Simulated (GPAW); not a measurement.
Crystal: BeTe.

```
Te Be
1.0
     0.00000    2.77000    2.77000
     2.77000    0.00000    2.77000
     2.77000    2.77000    0.00000
Te Be
1 1
Cartesian
  4.1550 4.1550 4.1550
  0.0000 0.0000 0.0000
```

Base run:

| Property | Result |
| --- | --- |
| Program | GPAW 26.7.0 |
| Functional | PBEsol |
| Potentials or basis | PAW data sets generated in the run's folder for this functional |
| Cutoff | 800 eV |
| Basis | pw |
| k mesh | 8 × 8 × 8 |
| Occupations | fermi-dirac, width 0.05 eV |
| Spin | no spin polarisation |

Its results: band gap on the k mesh 1.75 eV, indirect (least direct gap 3.58 eV).

The run is repeated on the same cell with these changes: functional from PBEsol to TB-mBJ; potentials or basis from PAW data sets generated in the run's folder for this functional to GPAW PAW data sets for LDA (gpaw-data 1.2.1). What comes out?

Band gap on the k mesh 2.52 eV, indirect (least direct gap 4.12 eV).

Caveats: spin-orbit coupling is left out, which moves the levels of the heavy elements; a model potential gives levels but no total energy (some runs).
